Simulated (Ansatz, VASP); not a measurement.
One calculation of Nb, two programs

The input INCAR:

```
SYSTEM = Nb
ALGO     = Normal         ! electronic algorithm
EDIFF    = 1E-7           ! SCF threshold, eV
ENCUT    = 520            ! plane-wave cutoff, eV
GGA      = PE             ! functional
ISIF     = 2              ! what is computed and relaxed
ISMEAR   = 1              ! smearing method
LASPH    = .TRUE.         ! aspherical terms in the spheres
LCHARG   = .FALSE.        ! write CHGCAR
LREAL    = .FALSE.        ! projectors in reciprocal space
LWAVE    = .FALSE.        ! write WAVECAR
NBANDS   = 12             ! bands
NELM     = 60             ! most SCF steps
PREC     = Accurate       ! precision mode
SIGMA    = 0.2            ! smearing width, eV
```

File KPOINTS:

```
k-points
0
G
  13 13 13
  0 0 0
```

POSCAR

```
Nb
1.0
   -1.6547957147      1.6547957147      1.6547957147
    1.6547957147     -1.6547957147      1.6547957147
    1.6547957147      1.6547957147     -1.6547957147
Nb
1
Direct
    0.0000000000      0.0000000000      0.0000000000
```

Input for Ansatz:

```yaml
crystal:
  lattice:
    - [-1.6547957147, 1.6547957147, 1.6547957147]
    - [1.6547957147, -1.6547957147, 1.6547957147]
    - [1.6547957147, 1.6547957147, -1.6547957147]
  atoms:
    - { symbol: Nb, position: [0.0, 0.0, 0.0] }
hamiltonian:
  xc: pbe
  pseudopotentials:
    kind: paw
    azcp:
      Nb: "pseudopotentials/Nb.paw.azcp"
basis:
  ecutwfc: 420
  fft_grid_basis: typed
kpoints:
  mp_grid: { grid: [13, 13, 13], shift: [0, 0, 0] }
magnetization:
  spin_polarized: false
scf:
  occupations: { method: methfessel_paxton, width: 0.2 }
  lower_state_search: "off"
output:
  stress: true
```

Alike in both runs: task single point; functional PBE; k mesh 13 × 13 × 13; occupations methfessel-paxton of order 1, width 0.2 eV; no spin polarisation.

|  | VASP | Ansatz |
| --- | --- | --- |
| version | VASP 6.6.1 | Ansatz 0.2.0 |
| potentials or method | VASP PAW PBE potentials, release 64 (Nb_sv) | plane waves (420 eV) with PAW, scalar-relativistic |
| plane-wave cutoff (eV) | 520 | 420 |
| valence electrons in the cell | 13 | 13 |

Ansatz gave:

| Property | Result |
| --- | --- |
| pressure (GPa) | -0.5 |

Task: Estimate VASP's values.

Result: Pressure (GPa): -0.8.
